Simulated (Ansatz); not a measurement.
# Tc (Fm-3m) in Ansatz: convergence with xc grid

Aim: find how far xc grid must go before the results for Tc settle, at PBE. This setting moves, with any that are tied to it; all else stays.

Everything below comes from runs of Ansatz 0.2.0. Logs are shortened: lines on timing, memory, paths and dates and some standing lists are left out, and cuts for length are marked.

## 1. The crystal as given

It takes space group Fm-3m (No. 225, cubic). The conventional cell has a = 3.900 Å, b = 3.900 Å, c = 3.900 Å, α = 90.00°, β = 90.00°, γ = 90.00°. Tc (site symmetry m-3m) has 12 Tc at 2.76 Å as nearest neighbours.

This isn't the form of Tc at room conditions, which is hcp.

## 2. With xc grid 1

File input.yaml:

```yaml
crystal:
  lattice:
    - [0.0, 1.95, 1.95]
    - [1.95, 0.0, 1.95]
    - [1.95, 1.95, 0.0]
  atoms:
    - { symbol: Tc, position: [0.0, 0.0, 0.0] }
kpoints:
  mp_grid: { grid: [12, 12, 12] }
scf:
  occupations: { method: fermi_dirac, width: 0.05 }
hamiltonian:
  xc: pbe
  pseudopotentials: { kind: all_electron, lapw: { basis_error: 0.001 } }
output:
  forces: true
  stress: true
  eigenvalues: true
basis:
  xc_grid: 1
```

Potentials or basis: all-electron LAPW, scalar-relativistic.

Run with:

```bash
$ ansatz run input.yaml --threads 1 --pin off --max-ram 3072MiB --backend cpu --events-out ev --progress --plain --runs-dir out
```

Log:

```text
Warning: RAYON_NUM_THREADS=1 ignored (pool sized by the plan → 1); use --threads N
LAPW: plane waves up to 8.119 Å⁻¹, error target 1.0e-3 eV per atom; small_component_spin mean_spin; Tc in spheres of 1.379 Å, 25 of its electrons in bands, Dirac shells [] (how accurate: hamiltonian.pseudopotentials.lapw.basis_error, Limitations)
Engine: ansatz 0.2.0, aarch64-unknown-linux-gnu
Pseudopotentials: kind: all_electron
Pseudopotential: Tc, LAPW, valence charge 25, lapw/all_electron/scalar/gaussian/Tc, Koelling and Harmon's equation, gaussian nucleus
Functional definition: PBE
  parameter kappa = 0.804
  parameter beta = 0.06672455060314922
  exchange = pbe_x(kappa = kappa, mu = beta*pi^2/3)
  correlation = pbe_c(beta = beta)
Crystal: 1 atoms, lattice volume = 14.830 Å³
Basis set: ecut = 251.1745953753286 eV, 137 PW (Γ), exchange–correlation at level 1
Bands: 17, of which v1, the nominal top of the filled ones, is band 13 counted from 1 (12 counted from 0)
Symmetry: 48 space group operations
Space group: Fm-3m (ITA 225), of the structure as read, at distance tolerance 2.5e-5 Å
k-points: 72 of 1728
Non-local potential: Tc, projectors of the file, none
Initial density: superposition of atomic densities (chi_scale 0.1, normalization cell)
Initial wavefunctions: plane waves of lowest kinetic energy (no species holds an atomic orbital)
Functional: x = pbe(κ = 0.804, μ = 0.2195149727645171), c = pbe(β = 0.06672455060314922)
iter 1 solved again at ethr=1.46e-4 eV; its pass at ethr=1.00e-1 eV (dr2=3.66e-2 eV) is discarded
SCF iter   1: F=—  HF=-116626.441006 eV  |F-HF|=—  |Δ(HF+E_count)|=         —  Δρ=2.31e-2  dr2=3.70e-2  ethr=1.46e-4  ⟨swp⟩=3.0  Hψ=8314  notcnv=0
preconditioner: auto → none  [metal: Δε(μ)=0.075 eV  Ē_g=10.535 eV  σ=0.050 eV  W_gap=0.35  n_scr=8 (ndim 8)  ℏωp=25.5 eV  f_vac=0.000  D(μ)=0.82/eV (n_scr^D=8)  sad-step TF]
SCF iter   2: F=—  HF=-116626.289386 eV  |F-HF|=—  |Δ(HF+E_count)|=   1.52e-1  Δρ=8.79e-3  dr2=8.09e-3  ethr=1.46e-4  ⟨swp⟩=2.1  Hψ=3750  notcnv=0
SCF iter   3: F=—  HF=-116626.285689 eV  |F-HF|=—  |Δ(HF+E_count)|=   3.70e-3  Δρ=4.74e-3  dr2=2.13e-3  ethr=3.24e-5  ⟨swp⟩=2.0  Hψ=3447  notcnv=0
iter 4 solved again at ethr=3.26e-7 eV; its pass at ethr=8.53e-6 eV (dr2=8.15e-5 eV) is discarded
SCF iter   4: F=—  HF=-116626.285471 eV  |F-HF|=—  |Δ(HF+E_count)|=   2.18e-4  Δρ=9.34e-4  dr2=8.14e-5  ethr=3.26e-7  ⟨swp⟩=2.0  Hψ=5886  notcnv=0
SCF iter   5: F=—  HF=-116626.285461 eV  |F-HF|=—  |Δ(HF+E_count)|=   1.06e-5  Δρ=1.01e-4  dr2=8.94e-7  ethr=3.26e-7  ⟨swp⟩=2.0  Hψ=3447  notcnv=0
SCF iter   6: F=-116626.285461 eV  HF=-116626.285461 eV  |F-HF|=8.44e-10  |Δ(HF+E_count)|=   4.31e-7  Δρ=5.54e-6  dr2=2.26e-9  ethr=3.58e-9  ⟨swp⟩=2.1  Hψ=3451  notcnv=0
SCF 1 converged in 6 iterations: F = -116626.285461 eV  dr2 = 2.26e-9
SCF converged after 6 iterations
Free energy (F): -116626.285461 eV
Harris-Foulkes:  -116626.285461 eV  (|F-HF|=8.44e-10)
Internal energy: -116626.275465 eV  (E = F + TS)
E sigma→0 (E₀):  -116626.280463 eV
Entropy (-TS):   -0.009996 eV (-9.996 meV/atom)
Fermi energy:    23.917758 eV
--- Per-component energies (eV) ---
  E_band       = -2220.801955
  E_kinetic    = 121064.487459
  E_xc         = -3504.461357
  E_electrostatic = -234186.301566  (all electrons and nuclei)
  E_smearing   = -0.009996  (= −TS)
  E_closure    = 0.000000  (closes the sum)
  E_atoms      = -116615.071394  (free atoms, spherical and without spin; not in F)
  Σ components = -116626.285461   (vs F -116626.285461, Δ=0.00e0)
  Basis errors (estimates in eV, not in F): energy 1.8e-4 per atom: plane waves 1.5e-4 (1.1e-4 summed), levels above the bands 1.1e-120, relativity 5.8e-8, radial functions 3.6e-5, core shells 1.2e-6; eigenvalues (radial functions only) 5.6e-6; not estimated: angular momenta, meshes, grids; target (lapw.basis_error) 1.0e-3; muffin-tin radii Tc 1.379 Å
--- Forces (eV/Å), atoms counted from 1 ---
  atom   1  Tc     0.00000000    -0.00000000    -0.00000000
  max |Σ_I F_I| component: 1.48e-31 eV/Å
--- Stress (GPa, compression-positive) ---
       -6.259744       0.000000       0.000000
        0.000000      -6.259744      -0.000000
        0.000000      -0.000000      -6.259744
  P = ⅓ Tr σ = -6.2597 GPa (-62.597 kbar)
--- Band table (eV; the first three rows and the last of 72) ---
  k-point 0: bands = ["-219.3090", "-219.3090", "-219.2964", "-219.2964", "-219.2964", "-43.1017", "-14.4891", "-14.4891", "-14.4891", "16.5287", "22.1548", "22.1548", "22.1548", "24.6597", "24.6597", "37.7509", "43.0687"]
  k-point 1: bands = ["-219.3090", "-219.3090", "-219.2964", "-219.2964", "-219.2964", "-43.0889", "-14.5693", "-14.4994", "-14.4994", "16.8120", "21.9922", "22.2760", "22.2760", "24.5769", "24.5769", "38.2481", "41.9454"]
  k-point 2: bands = ["-219.3090", "-219.3090", "-219.2964", "-219.2964", "-219.2964", "-43.0539", "-14.7855", "-14.5275", "-14.5275", "17.5622", "21.6801", "22.5184", "22.5184", "24.4916", "24.4916", "39.3205", "40.1751"]
  k-point 71: bands = ["-219.3090", "-219.3090", "-219.2964", "-219.2964", "-219.2964", "-42.8444", "-15.2353", "-15.2353", "-14.9162", "19.6555", "21.1947", "21.1947", "24.1812", "27.1488", "34.3638", "34.3638", "35.6657"]
```

It took 4.3 s on 1 thread of Arm Neoverse V2, shared host; peak memory 0.26 GiB.

Results:

- Free energy: -116626.2855 eV
- Pressure: -6.3 GPa
- Band gap on the k mesh: none (metal or under the smearing width)

## 3. With xc grid 2

input.yaml, as its differences from that of step 2:

```diff
@@ -19,2 +19,2 @@
 basis:
-  xc_grid: 1
+  xc_grid: 2
```

Potentials or basis: all-electron LAPW, scalar-relativistic.

Run with:

```bash
$ ansatz run input.yaml --threads 1 --pin off --max-ram 3072MiB --backend cpu --events-out ev --progress --plain --runs-dir out
```

It took 4.5 s on 1 thread of Arm Neoverse V2, shared host; peak memory 0.26 GiB.

Results:

* Free energy: -116626.2855 eV
* Pressure: -6.3 GPa
* Band gap on the k mesh: none (metal or under the smearing width)

## 4. With xc grid 3

input.yaml, as its differences from that of step 3:

```diff
@@ -19,2 +19,2 @@
 basis:
-  xc_grid: 2
+  xc_grid: 3
```

Run with:

```bash
$ ansatz run input.yaml --threads 1 --pin off --max-ram 3072MiB --backend cpu --events-out ev --progress --plain --runs-dir out
```

Wall time 4.7 s (1 thread of Arm Neoverse V2, shared host); peak memory 0.26 GiB.

Results (log left out):

| Quantity | Value |
| --- | --- |
| Free energy | -116626.2855 eV |
| Pressure | -6.3 GPa |
| Band gap on the k mesh | none (metal or under the smearing width) |

## 5. With xc grid 4

input.yaml, as its differences from that of step 4:

```diff
@@ -19,2 +19,2 @@
 basis:
-  xc_grid: 3
+  xc_grid: 4
```

Run with:

```bash
$ ansatz run input.yaml --threads 1 --pin off --max-ram 3072MiB --backend cpu --events-out ev --progress --plain --runs-dir out
```

It took 4.7 s on 1 thread of Arm Neoverse V2, shared host; peak memory 0.26 GiB.

Results (log left out):

```yaml
Free_energy: -116626.2855 eV
Pressure: -6.3 GPa
Band_gap_on_the_k_mesh: none (metal or under the smearing width)
```

## 6. The series at a glance

| xc grid | energy less the tightest run, at zero smearing (meV/atom) | SCF cycles | CPU time (s) | peak memory (GiB) |
| --- | --- | --- | --- | --- |
| 1 | 0.00 | 6 | 4.3 | 0.26 |
| 2 | 0.00 | 6 | 4.5 | 0.26 |
| 3 | 0.00 | 6 | 4.7 | 0.26 |
| 4 | 0.00 | 6 | 4.7 | 0.26 |

Against the tightest run, the energy stays within 1 meV/atom from 1 on. The tightest run that finished is the yardstick and may itself not be fully converged.
